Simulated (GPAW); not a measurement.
Here is a GPAW 26.7.0 calculation.

Contents of run.py:

```python
from ase.dft.bandgap import bandgap
from ase.io import read, write
from ase.units import GPa
from gpaw import GPAW, PW, setup_paths

setup_paths.insert(0, '.')

atoms = read('POSCAR')

calc = GPAW(mode=PW(800),
            xc='PBEsol',
            kpts={'size': (7, 7, 4), 'gamma': True},
            occupations={'name': 'fermi-dirac', 'width': 0.05},
            setups={'Ta': ':d,4.0'},
            nbands=34,
            convergence={'density': 1e-05, 'energy': 1e-05},
            maxiter=150,
            txt='gpaw.txt')
atoms.calc = calc
energy = atoms.get_potential_energy()
forces = atoms.get_forces()
stress = atoms.get_stress()
calc.write('gs.gpw')
write('result.traj', atoms)
print(f'Energy: {energy:.6f} eV')
print('Forces (eV/A):')
print(forces.round(4))
print('Stress (GPa):', (stress / GPa).round(3))
print('Fermi level:', round(calc.get_fermi_level(), 4), 'eV')
print(f'Gap: {bandgap(calc)[0]:.4f} eV, direct: {bandgap(calc, direct=True)[0]:.4f} eV')
```

The input POSCAR:

```
TaN
1.0
    2.9217699809      0.0000000000      0.0000000000
   -1.4608849905      2.5303270275      0.0000000000
    0.0000000000      0.0000000000      5.9165150000
Ta N
2 2
Direct
    0.0000000000      0.0000000000      0.5000000000
    0.0000000000      0.0000000000      0.0000000000
    0.3333333333      0.6666666667      0.2500000000
    0.6666666667      0.3333333333      0.7500000000
```

Potentials or basis: PAW data sets generated in the run's folder for this functional, pw.

Run with:

```bash
$ gpaw-setup -f PBEsol N Ta
$ OMP_NUM_THREADS=1 python run.py
```

Task: What does it give for the band gap on the k mesh?

Result: None (metal or under the smearing width).

Task: Estimate the pressure.

Result: 0.1 GPa.

Stress tensor (GPa, compression positive):
```
-1.09  0.00  0.00
 0.00 -1.09  0.00
 0.00  0.00  2.33
```

Caveat: U without spin polarisation on a metal has little footing. Spin-orbit coupling is left out, which matters for the levels of Ta.
